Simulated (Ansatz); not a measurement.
A run of Ansatz 0.2.0 is set up as follows.

Contents of input.yaml:

```yaml
crystal:
  lattice:
    - [0.0, 2.87015, 2.87015]
    - [2.87015, 0.0, 2.87015]
    - [2.87015, 2.87015, 0.0]
  atoms:
    - { symbol: Ag, position: [0.0, 0.0, 0.0] }
    - { symbol: Br, position: [0.5, 0.5, 0.5] }
hamiltonian:
  xc: lda
  pseudopotentials: { kind: paw }
kpoints:
  mp_grid: { grid: [8, 8, 8] }
scf:
  occupations: { method: fixed }
output:
  eigenvalues: true
dielectric:
  method: response
```

Potentials or basis: Ansatz PAW.

Command:

```console
$ ansatz run input.yaml --threads 2 --pin off --max-ram 5632MiB --backend cpu --events-out ev --progress --plain --runs-dir out
```

**Question.** Estimate the electronic dielectric tensor (diagonal).

**Answer.** 6.58.

**Question.** What does it give for the Born charges (mean of the diagonal)?

**Answer.** Ag +1.55; Br -1.55 e.

**Question.** What does it give for the band gap on the k mesh?

**Answer.** 0.38 eV, indirect (least direct gap 2.31 eV).

Born effective charge tensors (e):
atom 1, Ag
```
1.55 0.00 0.00
0.00 1.55 0.00
0.00 0.00 1.55
```
atom 2, Br
```
-1.55  0.00  0.00
 0.00 -1.55  0.00
 0.00  0.00 -1.55
```

Caveat: the gap is small at this level, which inflates the dielectric constant.

**The experiment to reproduce.**

From a printed reference work, monograph, for a bulk crystal of AgBr: high-frequency dielectric constant 4.62.

Measured high-frequency dielectric constant of AgBr: 4.62 (a printed reference work, monograph). This calculation gives 6.58 (+42.4 %). So large a miss can be the level of theory's own, or it may mean another phase, state or a wrong row.
